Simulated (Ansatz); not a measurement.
## Se on K(100): change of the work function

How does Se on the hollow site change the work function of K(100) as the layer fills?

Calculated with Ansatz 0.2.0; plane-wave DFT, PBE, Ansatz PAW, in the first sound run; inputs show where later runs differ.

**1. The structure**

The cell holds 5 atoms: 5 K. Its edges and angles: a = 5.230 Å, b = 5.230 Å, c = 28.460 Å, α = 90.0°, β = 90.0°, γ = 90.0°. Vacuum lies along c.

**2. The clean slab**

The bare slab comes first, as the zero from which every change is counted. The two lowest layers are held at bulk places and the upper ones relax. The dipole correction removes the false field that a one-sided slab makes across the periodic vacuum, so each face gets a flat vacuum level of its own.

The input, input.yaml:

```yaml
crystal:
  lattice:
    - [5.23, 0.0, 0.0]
    - [0.0, 5.23, 0.0]
    - [0.0, 0.0, 28.46]
  atoms:
    - { symbol: K, position: [0.0, 0.0, 0.3162333099] }
    - { symbol: K, position: [0.5, 0.5, 0.408116655] }
    - { symbol: K, position: [0.0, 0.0, 0.5] }
    - { symbol: K, position: [0.5, 0.5, 0.591883345] }
    - { symbol: K, position: [0.0, 0.0, 0.6837666901] }
kpoints:
  mp_grid: { grid: [6, 6, 1] }
hamiltonian:
  xc: pbe
scf:
  occupations: { method: fermi_dirac, width: 0.1 }
  convergence: { dr2_threshold: 1.0e-08 }
efield:
  axis: 3
  dipole_correction: true
  ramp_position: 0.97
  ramp_width: 0.06
relax:
  f_tol: 0.02
  max_steps: 60
  constraints: [{ sites: [0, 1] }]
output:
  write_potential: true
  write_density: true
  volumetric_format: npy
```

On the command line:

```console
$ ansatz run input.yaml --threads 4 --pin off --max-ram 12288MiB --backend cpu --events-out ev --progress --plain --runs-dir out
```

Numbers of over 12 decimals in the logs are rounded to 6 here.

What it wrote:

```text
Engine: ansatz 0.2.0, aarch64-unknown-linux-gnu
Pseudopotentials: kind: paw
Pseudopotential: K, paw, valence charge 9, recommended cutoff 420 eV (normal), K.paw.azcp
Functional definition: PBE
  parameter kappa = 0.804
  parameter beta = 0.066725
  exchange = pbe_x(kappa = kappa, mu = beta*pi^2/3)
  correlation = pbe_c(beta = beta)
Crystal: 5 atoms, lattice volume = 778.464 Å³
Basis set: ecut = 420 eV, 15279 PW (Γ), exchange–correlation on 72×72×384 points (8 copies of the dense FFT grid, shifted against one another)
Bands: 28, of which v1, the nominal top of the filled ones, is band 23 counted from 1 (22 counted from 0)
Symmetry: 8 space group operations
k-points: 10 of 36
Non-local potential: K, projectors of the file, l = 0: 3, l = 1: 2, l = 2: 2
PAW form: soft (Blöchl's): semilocal exchange-correlation on the pseudo side does not see the compensation charge
PAW one-centre angular grid: K, 110 points (default); XC on 64 Gauss nodes
Initial density: superposition of atomic densities (neutral atoms: chi_scale 0, normalization atom), corrected by the library's trained network
Initial wavefunctions: pseudopotential atomic-orbital guess
Functional: x = pbe(κ = 0.804, μ = 0.219515), c = pbe(β = 0.066725)
SCF iter   1: F=—  HF=-7688.586835 eV  |F-HF|=—  |Δ(HF+E_count)|=         —  Δρ=3.37e-4  dr2=4.21e-3  ethr=1.77e-3  p=0.000 e·Å  D=3.06e-14 V/Å  ΔV_dip=-0.00 eV  dr2_dipole=4.62e-8  V_vac-E_F(+/−)=2.27/2.27 eV  ⟨swp⟩=10.8  Hψ=1499  notcnv=0
efield: sawtooth ramp at fractional position 0.9700 (set: `efield.ramp_position`, or a place that a band, a saddle search or an elastic batch's reference lends), width 0.0600; the density the first Hamiltonian is built on has a dipole p = 0.000 e·Å; the dipole correction subtracts the counter field D = 3.06e-14 V/Å, which shifts the + side's vacuum level by -0.00 eV against the − side's; the planar-averaged density in the ramp window peaks in size at 3.2e-6 e/Å³
preconditioner: auto → LDOS  [metal: Δε(μ)=0.040 eV  Ē_g=1.766 eV  σ=0.100 eV  W_gap=0.10  n_scr=58 (ndim 8)  ℏωp=3.0 eV  f_vac=0.478  D(μ)=4.75/eV (n_scr^D=8)  β→1.0]
SCF iter   2: F=—  HF=-7688.589737 eV  |F-HF|=—  |Δ(HF+E_count)|=   2.90e-3  Δρ=1.88e-4  dr2=5.35e-4  ethr=9.37e-6  p=-0.000 e·Å  D=-1.74e-6 V/Å  ΔV_dip=0.00 eV  dr2_dipole=3.69e-8  V_vac-E_F(+/−)=2.26/2.26 eV  ⟨swp⟩=2.4  Hψ=558  notcnv=0
SCF iter   3: F=—  HF=-7688.589843 eV  |F-HF|=—  |Δ(HF+E_count)|=   1.06e-4  Δρ=1.68e-4  dr2=2.57e-4  ethr=1.19e-6  p=-0.000 e·Å  D=-1.38e-6 V/Å  ΔV_dip=0.00 eV  dr2_dipole=1.26e-10  V_vac-E_F(+/−)=2.25/2.25 eV  ⟨swp⟩=2.0  Hψ=465  notcnv=0
SCF iter   4: F=—  HF=-7688.589787 eV  |F-HF|=—  |Δ(HF+E_count)|=   5.65e-5  Δρ=3.04e-5  dr2=1.81e-5  ethr=5.70e-7  p=-0.000 e·Å  D=-8.69e-7 V/Å  ΔV_dip=0.00 eV  dr2_dipole=1.27e-10  V_vac-E_F(+/−)=2.25/2.25 eV  ⟨swp⟩=2.0  Hψ=458  notcnv=0
SCF iter   5: F=—  HF=-7688.589751 eV  |F-HF|=—  |Δ(HF+E_count)|=   3.64e-5  Δρ=8.17e-6  dr2=1.06e-6  ethr=4.02e-8  p=-0.000 e·Å  D=-2.67e-7 V/Å  ΔV_dip=0.00 eV  dr2_dipole=3.43e-11  V_vac-E_F(+/−)=2.24/2.24 eV  ⟨swp⟩=2.0  Hψ=468  notcnv=0
SCF iter   6: F=—  HF=-7688.589914 eV  |F-HF|=—  |Δ(HF+E_count)|=   1.64e-4  Δρ=2.55e-6  dr2=1.83e-7  ethr=2.35e-9  p=-0.000 e·Å  D=-1.04e-7 V/Å  ΔV_dip=0.00 eV  dr2_dipole=3.81e-12  V_vac-E_F(+/−)=2.24/2.24 eV  ⟨swp⟩=2.1  Hψ=508  notcnv=0
SCF iter   7: F=-7688.589914 eV  HF=-7688.589914 eV  |F-HF|=5.72e-9  |Δ(HF+E_count)|=   3.57e-8  Δρ=5.44e-7  dr2=9.99e-9  ethr=2.22e-11  p=-0.000 e·Å  D=-1.41e-8 V/Å  ΔV_dip=0.00 eV  dr2_dipole=1.08e-12  V_vac-E_F(+/−)=2.24/2.24 eV  ⟨swp⟩=8.4  Hψ=2012  notcnv=0
SCF 1 converged in 7 iterations: F = -7688.589914 eV  dr2 = 9.99e-9
  greatest PAW one-centre occupation: 0.988 electrons in one spin orbital (limit 2), on the K atom at site 2 (counted from 0), in its partial waves of l = 0
relax step   1: F+E_penalty+E_count = -7688.58991441 eV  Δ(F+E_penalty+E_count) = +0.000e0 eV  max|allowed force component| = 2.581e-2 eV/Å  Δτ_max = 0.0000 Å  (7 SCF iters, accepted)
Initial density: handed on by an earlier stage of this run
Initial wavefunctions: those handed on with the density
iter 1 solved again at ethr=1.20e-7 eV; its pass at ethr=3.10e-3 eV (dr2=5.38e-5 eV) is discarded
SCF iter   1: F=—  HF=-7688.590151 eV  |F-HF|=—  |Δ(HF+E_count)|=         —  Δρ=3.21e-5  dr2=9.12e-5  ethr=1.20e-7  p=-0.000 e·Å  D=-1.32e-8 V/Å  ΔV_dip=0.00 eV  dr2_dipole=2.74e-5  V_vac-E_F(+/−)=2.24/2.24 eV  ⟨swp⟩=2.9  Hψ=913  notcnv=0
efield: sawtooth ramp at fractional position 0.9700 (set: `efield.ramp_position`, or a place that a band, a saddle search or an elastic batch's reference lends), width 0.0600; the density the first Hamiltonian is built on has a dipole p = -0.000 e·Å; the dipole correction subtracts the counter field D = -1.32e-8 V/Å, which shifts the + side's vacuum level by +0.00 eV against the − side's; the planar-averaged density in the ramp window peaks in size at 1.2e-6 e/Å³
preconditioner: auto → LDOS  [metal: Δε(μ)=0.024 eV  Ē_g=1.753 eV  σ=0.100 eV  W_gap=0.06  n_scr=58 (ndim 8)  ℏωp=3.0 eV  f_vac=0.481  D(μ)=4.76/eV (n_scr^D=8)  β→1.0]
SCF iter   2: F=—  HF=-7688.590101 eV  |F-HF|=—  |Δ(HF+E_count)|=   5.00e-5  Δρ=1.66e-5  dr2=7.09e-6  ethr=1.20e-7  p=-0.000 e·Å  D=-3.89e-5 V/Å  ΔV_dip=0.00 eV  dr2_dipole=1.57e-6  V_vac-E_F(+/−)=2.24/2.24 eV  ⟨swp⟩=2.0  Hψ=364  notcnv=0
SCF iter   3: F=—  HF=-7688.590264 eV  |F-HF|=—  |Δ(HF+E_count)|=   1.63e-4  Δρ=1.65e-5  dr2=2.13e-6  ethr=1.58e-8  p=-0.000 e·Å  D=-2.44e-5 V/Å  ΔV_dip=0.00 eV  dr2_dipole=2.08e-7  V_vac-E_F(+/−)=2.24/2.24 eV  ⟨swp⟩=2.0  Hψ=517  notcnv=0
SCF iter   4: F=—  HF=-7688.590263 eV  |F-HF|=—  |Δ(HF+E_count)|=   6.99e-7  Δρ=1.74e-6  dr2=7.56e-8  ethr=4.74e-9  p=-0.000 e·Å  D=-1.42e-5 V/Å  ΔV_dip=0.00 eV  dr2_dipole=4.88e-9  V_vac-E_F(+/−)=2.24/2.24 eV  ⟨swp⟩=2.0  Hψ=435  notcnv=0
SCF iter   5: F=—  HF=-7688.590263 eV  |F-HF|=—  |Δ(HF+E_count)|=   4.55e-8  Δρ=1.14e-6  dr2=1.42e-8  ethr=2.22e-11  p=0.000 e·Å  D=4.08e-6 V/Å  ΔV_dip=-0.00 eV  dr2_dipole=1.23e-9  V_vac-E_F(+/−)=2.24/2.24 eV  ⟨swp⟩=9.7  Hψ=1846  notcnv=0
SCF iter   6: F=-7688.590263 eV  HF=-7688.590263 eV  |F-HF|=1.35e-9  |Δ(HF+E_count)|=   2.32e-9  Δρ=1.69e-7  dr2=9.52e-10  ethr=2.22e-11  p=0.000 e·Å  D=9.69e-6 V/Å  ΔV_dip=-0.00 eV  dr2_dipole=1.45e-13  V_vac-E_F(+/−)=2.24/2.24 eV  ⟨swp⟩=8.1  Hψ=1686  notcnv=0
SCF 2 converged in 6 iterations: F = -7688.590263 eV  dr2 = 9.52e-10
relax step   2: F+E_penalty+E_count = -7688.59026325 eV  Δ(F+E_penalty+E_count) = -3.488e-4 eV  max|allowed force component| = 2.351e-2 eV/Å  Δτ_max = 0.0175 Å  (6 SCF iters, accepted)
SCF iter   1: F=—  HF=-7688.592332 eV  |F-HF|=—  |Δ(HF+E_count)|=         —  Δρ=3.54e-4  dr2=1.11e-2  ethr=2.56e-4  p=0.000 e·Å  D=9.68e-6 V/Å  ΔV_dip=-0.00 eV  dr2_dipole=3.06e-3  V_vac-E_F(+/−)=2.24/2.24 eV  ⟨swp⟩=4.0  Hψ=946  notcnv=0
efield: sawtooth ramp at fractional position 0.9700 (set: `efield.ramp_position`, or a place that a band, a saddle search or an elastic batch's reference lends), width 0.0600; the density the first Hamiltonian is built on has a dipole p = 0.000 e·Å; the dipole correction subtracts the counter field D = 9.68e-6 V/Å, which shifts the + side's vacuum level by -0.00 eV against the − side's; the planar-averaged density in the ramp window peaks in size at 1.3e-6 e/Å³
preconditioner: auto → LDOS  [metal: Δε(μ)=0.004 eV  Ē_g=1.752 eV  σ=0.100 eV  W_gap=0.01  n_scr=58 (ndim 8)  ℏωp=3.0 eV  f_vac=0.473  D(μ)=4.73/eV (n_scr^D=8)  β→1.0]
SCF iter   2: F=—  HF=-7688.592028 eV  |F-HF|=—  |Δ(HF+E_count)|=   3.04e-4  Δρ=1.87e-4  dr2=1.29e-3  ethr=2.47e-5  p=-0.002 e·Å  D=-5.28e-4 V/Å  ΔV_dip=0.02 eV  dr2_dipole=3.38e-4  V_vac-E_F(+/−)=2.26/2.24 eV  ⟨swp⟩=1.1  Hψ=361  notcnv=0
SCF iter   3: F=—  HF=-7688.592096 eV  |F-HF|=—  |Δ(HF+E_count)|=   6.77e-5  Δρ=1.92e-4  dr2=2.81e-4  ethr=2.86e-6  p=-0.001 e·Å  D=-3.03e-4 V/Å  ΔV_dip=0.01 eV  dr2_dipole=2.19e-5  V_vac-E_F(+/−)=2.25/2.24 eV  ⟨swp⟩=2.0  Hψ=511  notcnv=0
SCF iter   4: F=—  HF=-7688.592002 eV  |F-HF|=—  |Δ(HF+E_count)|=   9.38e-5  Δρ=2.25e-5  dr2=1.03e-5  ethr=6.25e-7  p=-0.001 e·Å  D=-2.00e-4 V/Å  ΔV_dip=0.01 eV  dr2_dipole=3.91e-7  V_vac-E_F(+/−)=2.25/2.24 eV  ⟨swp⟩=2.0  Hψ=482  notcnv=0
SCF iter   5: F=—  HF=-7688.591980 eV  |F-HF|=—  |Δ(HF+E_count)|=   2.25e-5  Δρ=1.55e-5  dr2=2.62e-6  ethr=2.30e-8  p=-0.000 e·Å  D=-7.34e-6 V/Å  ΔV_dip=0.00 eV  dr2_dipole=1.20e-7  V_vac-E_F(+/−)=2.24/2.24 eV  ⟨swp⟩=2.4  Hψ=494  notcnv=0
SCF iter   6: F=—  HF=-7688.592148 eV  |F-HF|=—  |Δ(HF+E_count)|=   1.68e-4  Δρ=2.06e-6  dr2=1.32e-7  ethr=5.82e-9  p=0.000 e·Å  D=7.75e-5 V/Å  ΔV_dip=-0.00 eV  dr2_dipole=1.02e-9  V_vac-E_F(+/−)=2.24/2.24 eV  ⟨swp⟩=2.0  Hψ=515  notcnv=0
SCF iter   7: F=—  HF=-7688.592148 eV  |F-HF|=—  |Δ(HF+E_count)|=   1.56e-8  Δρ=7.28e-7  dr2=2.19e-8  ethr=2.94e-10  p=0.000 e·Å  D=1.02e-4 V/Å  ΔV_dip=-0.00 eV  dr2_dipole=5.86e-10  V_vac-E_F(+/−)=2.24/2.24 eV  ⟨swp⟩=2.0  Hψ=328  notcnv=0
SCF iter   8: F=-7688.592148 eV  HF=-7688.592148 eV  |F-HF|=1.94e-9  |Δ(HF+E_count)|=   1.09e-8  Δρ=4.14e-7  dr2=2.58e-9  ethr=2.22e-11  p=0.000 e·Å  D=1.12e-4 V/Å  ΔV_dip=-0.00 eV  dr2_dipole=1.15e-11  V_vac-E_F(+/−)=2.24/2.24 eV  ⟨swp⟩=9.2  Hψ=1673  notcnv=0
SCF 3 converged in 8 iterations: F = -7688.592148 eV  dr2 = 2.58e-9
relax step   3: F+E_penalty+E_count = -7688.59214773 eV  Δ(F+E_penalty+E_count) = -1.884e-3 eV  max|allowed force component| = 3.315e-3 eV/Å  Δτ_max = 0.1946 Å  (8 SCF iters, accepted)
NSCF: frozen V_eff on 10 k-points
the band table was solved once a step of the walk had ended and its energy, with any forces and stress, was formed, with the checks that follow a solve (1595 applications of the Hamiltonian). They found nothing against the state; the energy, forces and stress were not computed again (output.eigenvalues in the input reference)
WARN: The output density's exchange-correlation potential varies sharply where the density is thin. Do not read a vacuum level from v_tot or v_xc, or from such a field of the output density. On a cell that repeats whose density bears no net charge and no dipole along the vacuum's axis use v_es (v_loc + v_h of the components); under efield.dipole_correction with no amplitude use v_es + v_field, which holds any externa [...]
SCF converged after 8 iterations
Free energy (F): -7688.592148 eV
Harris-Foulkes:  -7688.592148 eV  (|F-HF|=1.94e-9)
Internal energy: -7688.443324 eV  (E = F + TS)
E sigma→0 (E₀):  -7688.517736 eV
Entropy (-TS):   -0.148824 eV (-29.765 meV/atom)
Fermi energy:    -0.306176 eV
Dipole field:    D = 0.000115 V/Å  (p = 0.000494 e·Å, saw-weighted, corrected)
Work function:   Φ+ = 2.2411 eV   Φ− = 2.2444 eV
Levels:          The Fermi level and band energies are counted from a zero that moves with the ramp; work functions are not
--- Per-component energies (eV) ---
  E_band       = -811.512814
  E_kinetic    = 1260.406181
  E_local      = -12997.183010  (includes V_loc(G=0)·N_el)
  E_nonlocal   = 64.657469
  E_hartree    = 5909.723875
  E_xc         = -668.190757
  E_vxc        = -814.403260  (∫ρ·V_xc dr)
  E_paw        = -3909.203987  (= ΣΔE_a)
  E_vpaw       = -144.438122  (= ΣTr[D̂ρ^β])
  E_aug_tail   = -0.000017  (compensation charges beyond the density's cutoff)
  E_efield     = 0.000000  (sawtooth field / dipole correction)
  E_vefield    = -0.000384  (∫n·V_field dr)
  E_ewald      = 2651.346922
  E_smearing   = -0.148824  (= −TS)
  E_closure    = -0.000000  (closes the sum)
  Σ components = -7688.592148   (vs F -7688.592148, Δ=0.00e0)
--- Forces (eV/Å), atoms counted from 1 ---
  atom   1  K      0.00000000     0.00000000    -0.02516541
  atom   2  K     -0.00000000     0.00000000     0.02260858
  atom   3  K      0.00000000     0.00000000     0.00331499
  atom   4  K     -0.00000000     0.00000000    -0.00281155
  atom   5  K      0.00000000     0.00000000     0.00205659
  max |Σ_I F_I| component: 3.21e-6 eV/Å
--- Band table (eV; the first three rows and the last of 10) ---
  k-point 0: bands = [... 19 lower, -15.8774, -2.3088, -1.8483, -1.1288, -0.3021, 0.4783, 1.2321, 1.4283, ... 1 higher]
  k-point 1: bands = [... 19 lower, -15.8791, -2.1352, -1.6804, -0.9698, -0.1543, 0.6087, 1.1273, 1.3498, ... 1 higher]
  k-point 2: bands = [... 19 lower, -15.8797, -1.6295, -1.1922, -0.5100, 0.1542, 0.2675, 0.5416, 1.0007, ... 1 higher]
  k-point 9: bands = [... 19 lower, -15.8808, 0.3075, 0.3723, 0.5128, 0.5128, 0.7219, 0.7871, 0.7871, ... 1 higher]
--- Relaxed structure (3 steps of the walk, 3 accepted, 0 SCFs on fresh bases) ---
  F+E_penalty+E_count = -7688.59214773 eV   max|allowed force component| = 3.315e-3 eV/Å
  atoms:
    - { symbol: K, position: [0.0, 0.0, 0.3162333099] }
    - { symbol: K, position: [0.5, 0.5, 0.408116655] }
    - { symbol: K, position: [0, 0.0, 0.501712] }
    - { symbol: K, position: [0.5, 0.5, 0.595795] }
    - { symbol: K, position: [0, 0.0, 0.691218] }
```

The job ended after 12 s (4 threads of Arm Neoverse V2, shared host; peak memory 0.9 GiB; 46 s of CPU time).

Step by step:

```
step  energy less that of the first step (eV)  largest force component (eV/Å)
   1                                   0.0000                          0.0258
   2                                  -0.0003                          0.0235
   3                                  -0.0022                          0.0033
```

Forces are held to the 8 operations that the run works with; a distortion that breaks them can't arise in this run.

The atoms that moved most (Å):

```
atom     dx     dy     dz  length
  K5  0.000  0.000  0.212   0.212
  K4  0.000  0.000  0.111   0.111
  K3  0.000  0.000  0.049   0.049
```

Final coordinates:

```xyz
5
Lattice="5.2300 0.0000 0.0000 0.0000 5.2300 0.0000 0.0000 0.0000 28.4600" Properties=species:S:1:pos:R:3
K     0.0000    0.0000    9.0000
K     2.6150    2.6150   11.6150
K     0.0000    0.0000   14.2787
K     2.6150    2.6150   16.9563
K     0.0000    0.0000   19.6721
```

This step gave:

```
energy at zero smearing   : -7688.5177 eV
work function, upper face : 2.241 eV
dipole along the normal   : 4.94e-4 e·Å
```

Running mean over 2.615 Å of the planar mean; the ramp of the sawtooth is left out. Electron's electrostatic potential energy less the Fermi level against z:

```
z (Å)  electron's electrostatic potential energy less the Fermi level (eV)
  3.5                                                                 2.24
  4.0                                                                 2.24
  4.5                                                                 2.23
  5.0                                                                 2.21
  5.5                                                                 2.18
  6.0                                                                 2.11
  6.5                                                                 1.97
  7.0                                                                 1.65
  7.5                                                                0.936
  8.0                                                               0.0341
  8.5                                                               -0.532
  9.0                                                               -0.710
  9.5                                                               -0.742
 10.0                                                               -0.723
 10.5                                                               -0.694
 11.0                                                               -0.674
 11.5                                                               -0.663
 12.0                                                               -0.651
 12.5                                                               -0.611
 13.0                                                               -0.586
 13.5                                                               -0.610
 14.0                                                               -0.637
 14.5                                                               -0.636
 15.0                                                               -0.603
 15.5                                                               -0.564
 16.0                                                               -0.584
 16.5                                                               -0.631
 17.0                                                               -0.630
 17.5                                                               -0.591
 18.0                                                               -0.512
 18.5                                                               -0.523
 19.0                                                               -0.635
 19.5                                                               -0.693
 20.0                                                               -0.611
 20.5                                                               -0.215
 21.0                                                                0.615
 21.5                                                                 1.45
 22.0                                                                 1.88
 22.5                                                                 2.07
 23.0                                                                 2.16
 23.5                                                                 2.20
 24.0                                                                 2.22
 24.5                                                                 2.23
 25.0                                                                 2.24
```

The relaxation took 3 steps and lowered the energy by 0.0022 eV; the largest force on the free atoms ends at 0.0033 eV/Å.

The work function of the upper face is 2.24 eV.

(Continued in part 2 of 5.)

[Logs are printed without paths, hosts, clocks, repeated set-up lines and the standing remarks that a program may print on its own settings, such as how far it seeks lower states.]

[Hosts, paths, dates, database ids (printed as entryN), source tags and the programs' standing remarks are cut or masked in the printed files.]

[Maps of the electrostatic potential energy from Ansatz leave out the sawtooth potential of an applied field or a dipole correction, so their vacuum need not be flat; planar profiles and work functions include it.]
